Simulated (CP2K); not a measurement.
Runs of CP2K 2026.2 on MoP. It takes space group P-6m2 (No. 187, hexagonal). Conventional cell: a = 3.223 Å, b = 3.223 Å, c = 3.191 Å, α = 90.00°, β = 90.00°, γ = 120.00°. Around Mo (site symmetry -6m2) lie 6 P at 2.45 Å. P (site symmetry -6m2) is surrounded by 6 Mo at 2.45 Å. 

```csv
level,potentials or basis,smearing,NGRIDS,points a segment of the path (NPOINTS),bands added on the path,CUTOFF of the grids,gap on the mesh (eV),pressure (GPa)
TB-mBJ,"POTENTIAL_UZH Mo GTH-PBE-q14, P GTH-PBE-q5; TZVP-MOLOPT-PBE-GTH basis",fermi-dirac 0.01 eV,5,6,6,675 Ry,none,-
r2SCAN,"POTENTIAL_UZH Mo GTH-SCAN-q14, P GTH-SCAN-q5; TZVP-MOLOPT-SCAN-GTH basis",fermi-dirac 0.01 eV,5,8,2,675 Ry,none,(a)
PBEsol,"POTENTIAL_UZH Mo GTH-PBE-q14, P GTH-PBE-q5; TZVP-MOLOPT-PBE-GTH basis",fermi-dirac 0.0259 eV,5,6,6,450 Ry,none,-1.1
LDA,"GTH_POTENTIALS Mo GTH-PADE-q14, P GTH-PADE-q5; TZVP-MOLOPT-PBE-GTH basis",fermi-dirac 0.1 eV,4,10,2,450 Ry,none,-6.5
```

Alike in all rows: task band structure; no spin polarisation; cell as given; k mesh 10 × 10 × 8.

Task: Estimate the missing entries.

Result: (a) 2.6.

Caveats: the basis of atomic orbitals isn't converged, which shifts pressures, moduli and gaps; the potentials were made for another functional, which shifts forces and pressure (some runs); this is a model potential without an energy functional, so only levels have meaning (some runs).

A k mesh can miss the band edges, and the runs leave out spin-orbit coupling on Mo.

A gap of «none» marks a metal or a gap under the smearing width.

Runs at the PBE level aren't shown here.
